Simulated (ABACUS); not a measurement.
## GaAs: band structure with PBEsol

**The experiment to reproduce.**

“Evidence of valence band perturbations in GaAsN/GaAs(001): A combined variable-angle spectroscopic ellipsometry and modulated photoreflectance investigation”, 2008, arxiv:0805.2212 reports, for a bulk crystal of GaAs at 300 K: band gap 1.412 ± 0.01 eV (direct).

The system is GaAs.

```xyz
2
Lattice="-2.8268 0.0000 2.8268 0.0000 2.8268 2.8268 -2.8268 2.8268 0.0000" Properties=species:S:1:pos:R:3 pbc="T T T"
As   -1.4134    1.4134    1.4134
Ga    0.0000    0.0000    0.0000
```

```
Program                                       : ABACUS 3.10.1
Task                                          : band structure
Functional                                    : PBEsol
Potentials or basis                           : PseudoDojo NC SR 0.4.1 PBE standard
Cutoff                                        : 1143 eV
Density cutoff                                : 4572 eV
Basis                                         : plane waves
Occupations                                   : fermi-dirac, width 0.05 eV
Spin                                          : no spin polarisation
Radial cutoff of the potentials (pseudo_rcut) : 10 bohr
Threshold of the eigensolver                  : 1e-07 Ry
Density                                       : read from an earlier self-consistent run
Path                                          : G-X-W-K-G-L-U-W-L-K, U-X
Points for each segment of the path           : 10
SCF threshold on the density                  : 1e-08
Max SCF steps                                 : 100
Eigensolver                                   : dav
Mixing                                        : broyden
Mixing share                                  : 0.7
Symmetry key                                  : -1
Bands                                         : 24
```

| Property | Result |
| --- | --- |
| Band gap along the path | 0.42 eV, direct |

Levels at the corners of the path, in eV from the Fermi level:
```
point  band 11  band 12  band 13  band 14  band 15  band 16  band 17  band 18
    Γ   -13.00    -0.24    -0.24    -0.24     0.18     3.46     3.46     3.46
    X   -10.49    -7.09    -2.94    -2.94     1.12     1.34     9.89     9.89
    W   -10.43    -6.90    -3.81    -3.62     4.35     4.40     5.11     5.72
    K   -10.52    -6.90    -4.14    -2.51     1.63     4.33     7.64     7.80
    Γ   -13.00    -0.24    -0.24    -0.24     0.18     3.46     3.46     3.46
    L   -11.23    -6.92    -1.39    -1.39     0.68     4.36     4.36     7.35
    U   -10.52    -6.90    -4.14    -2.51     1.63     4.33     7.64     7.80
    W   -10.43    -6.90    -3.81    -3.62     4.35     4.40     5.11     5.72
    L   -11.23    -6.92    -1.39    -1.39     0.68     4.36     4.36     7.35
    K   -10.52    -6.90    -4.14    -2.51     1.63     4.33     7.64     7.80
    U   -10.52    -6.90    -4.14    -2.51     1.63     4.33     7.64     7.80
    X   -10.49    -7.09    -2.94    -2.94     1.12     1.34     9.89     9.89
```

It took 10 s on 4 MPI ranks on Intel(R) Xeon(R) Platinum 8559C (Emerald Rapids) (shared host), peak memory 0.48 GiB a rank.

A measured gap of GaAs is 1.412 eV (direct; 300 K; “Evidence of valence band perturbations in GaAsN/GaAs(001): A combined variable-angle spectroscopic ellipsometry and modulated photoreflectance investigation”, 2008, arxiv:0805.2212); the calculated 0.42 eV misses it by -0.99 eV. 3 values of this kind are on record (1.412 to 1.51 eV); this one was drawn at random among those near their median, those with a stated uncertainty first. Spin-orbit coupling on As, Ga is left out. The value is that of PBEsol, without temperature or zero-point motion. Semilocal functionals fall short of measured gaps as a rule.

Caveat: the density is read from an earlier self-consistent run, whose mesh may be coarse.
